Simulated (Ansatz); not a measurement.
## Bi: band structure with HSE06

Crystal: Bi.

```xyz
1
Lattice="-1.9814 1.9814 1.9814 1.9814 -1.9814 1.9814 1.9814 1.9814 -1.9814" Properties=species:S:1:pos:R:3 pbc="T T T"
Bi    0.0000    0.0000    0.0000
```

This isn't the form of Bi at room conditions, which is rhombohedral.

```yaml
Program: Ansatz 0.2.0
Task: band structure
Functional: HSE06
Potentials_or_basis: Ansatz PAW
Cutoff: "420 eV (not typed: the program's choice for these potentials)"
k_mesh: 5 × 5 × 5
Occupations: fermi-dirac, width 0.05 eV
Spin: no spin polarisation
Path: "[[\"G\", \"H\", \"N\", \"G\", \"P\", \"H\"], [\"P\", \"N\"]]"
Points_for_each_segment_of_the_path: 4
```

```
Pressure               : -1.3 GPa
Band gap on the k mesh : none (metal or under the smearing width)
```

Levels at the corners of the path, in eV from the Fermi level:
```csv
point,band 5,band 6,band 7,band 8,band 9,band 10
Γ,-25.34,-15.23,5.48,5.48,5.48,9.66
H,-25.28,-9.21,-2.39,-2.39,-2.39,3.54
N,-25.26,-11.71,-6.04,1.50,3.64,6.17
Γ,-25.34,-15.23,5.48,5.48,5.48,9.66
P,-25.35,-11.08,-2.94,-2.94,-2.94,15.68
H,-25.28,-9.21,-2.39,-2.39,-2.39,3.54
P,-25.35,-11.08,-2.94,-2.94,-2.94,15.68
N,-25.26,-11.71,-6.04,1.50,3.64,6.17
```

It took 45 s on 2 threads of Intel(R) Xeon(R) Processor @ 2.70GHz, with other jobs on the host, peak memory 0.61 GiB.

Caveat: the k mesh is coarse (spacing up to 0.45 Å⁻¹), so the values aren't converged, least of all with exact exchange; spin-orbit coupling is left out, which moves the levels of the heavy elements; the PAW data sets come from PBE, with cores solved anew for the run's functional, which leaves a small shift of forces and pressure; the thresholds are loose for stress.
